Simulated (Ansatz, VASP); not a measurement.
## HfO2 in VASP and in Ansatz

```
CELL_PARAMETERS angstrom
0.00000 2.55750 2.55750
2.74931 0.00000 2.55750
2.74931 2.55750 0.00000
ATOMIC_POSITIONS crystal
Hf 0.00000 0.00000 0.00000
O 0.25000 0.25000 0.25000
O 0.75000 0.75000 0.75000
```

Change from the starting cell: strain +0.0750 x Voigt [1, 0, 0, 0, 0, 0], atoms carried along.

Alike in both runs: task single point; functional PBE; k mesh 8 × 8 × 8; occupations gaussian, width 0.05 eV; no spin polarisation.

|  | VASP | Ansatz |
| --- | --- | --- |
| version | VASP 6.6.1 | Ansatz 0.2.0 |
| potentials or method | VASP PAW PBE potentials, release 64 (Hf_pv, O) | scalar-relativistic, plane waves, PAW |
| plane-wave cutoff (eV) | 520 | 420 |
| valence electrons in the cell | 22 | 38 |

Ansatz gave:

```
gap on the k mesh at the Fermi level (eV)       : 2.79
least direct gap on the mesh (eV)               : 3.07
pressure (GPa)                                  : -16.9
largest component of the traceless stress (GPa) : 19.92
```

**Question.** Estimate VASP's values.

**Answer.** gap on the k mesh at the Fermi level (eV): 2.77; least direct gap on the mesh (eV): 3.06; pressure (GPa): -19.7; largest component of the traceless stress (GPa): 20.19.

The functional is the same, so the differences come from potentials, cutoffs and numerics. The two sets of potentials don't hold the same shells in valence.

Caveats: so large a pressure means that the cell lies far from this level's equilibrium, or that cutoff or potentials fall short (VASP); spin-orbit coupling is left out, which moves the levels of the heavy elements. A k mesh can miss the band edges.
